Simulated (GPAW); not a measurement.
Ga:

```
Ga
1.0
     3.81696   -2.32663    0.00000
     3.81696    2.32663    0.00000
     0.00000    0.00000    4.48825
Ga
4
Direct
  0.66555 0.00969 0.25000
  0.00969 0.66555 0.75000
  0.33445 0.99031 0.75000
  0.99031 0.33445 0.25000
```

This isn't the form of Ga at room conditions, which is orthorhombic.

```yaml
Program: GPAW 26.7.0
Task: relaxation of cell and atoms
Functional: PBEsol
Dispersion: D3
Potentials_or_basis: PAW data sets generated in the run's folder for this functional
Cutoff: 600 eV
Basis: pw
k_mesh: 6 × 6 × 5
Occupations: fermi-dirac, width 0.05 eV
Spin: no spin polarisation
```

At the start: pressure -0.6 GPa; volume 19.93 Å³/atom.

**Question.** Where does the relaxation end?

**Answer.** Over 9 steps the energy falls by 3.8 meV/atom and the volume is 19.61 Å³/atom (-1.6 %); space group Cmcm (No. 63, to 0.05 Å).

Step by step:
| step | energy change (eV) | largest force (eV/Å) | pressure (GPa) | volume (Å³) |
| --- | --- | --- | --- | --- |
| 1 | 0.0000 | 0.0324 | -0.64 | 79.72 |
| 2 | -0.0006 | 0.0316 | -0.60 | 79.65 |
| 3 | -0.0075 | 0.0942 | 0.46 | 78.17 |
| 4 | -0.0082 | 0.0797 | 0.46 | 78.16 |
| 5 | -0.0119 | 0.0663 | 0.53 | 77.94 |
| 6 | -0.0124 | 0.0588 | 0.46 | 78.01 |
| 7 | -0.0152 | 0.0102 | -0.02 | 78.42 |
| 8 | -0.0152 | 0.0103 | -0.02 | 78.43 |
| 9 | -0.0153 | 0.0125 | -0.03 | 78.43 |

Final structure:
```cif
data_structure
_symmetry_space_group_name_H-M 'P 1'
_symmetry_Int_Tables_number 1
_cell_length_a 4.4586
_cell_length_b 4.4586
_cell_length_c 4.5143
_cell_angle_alpha 90.000
_cell_angle_beta 90.000
_cell_angle_gamma 60.930
_cell_volume 78.43
loop_
_atom_site_label
_atom_site_type_symbol
_atom_site_fract_x
_atom_site_fract_y
_atom_site_fract_z
_atom_site_occupancy
Ga1 Ga 0.66061 0.01825 0.25000 1
Ga2 Ga 0.01825 0.66061 0.75000 1
Ga3 Ga 0.33939 0.98175 0.75000 1
Ga4 Ga 0.98175 0.33939 0.25000 1
```

Caveat: later steps reuse the first step's grids; pairwise dispersion overbinds metals, which lowers pressure and volume.
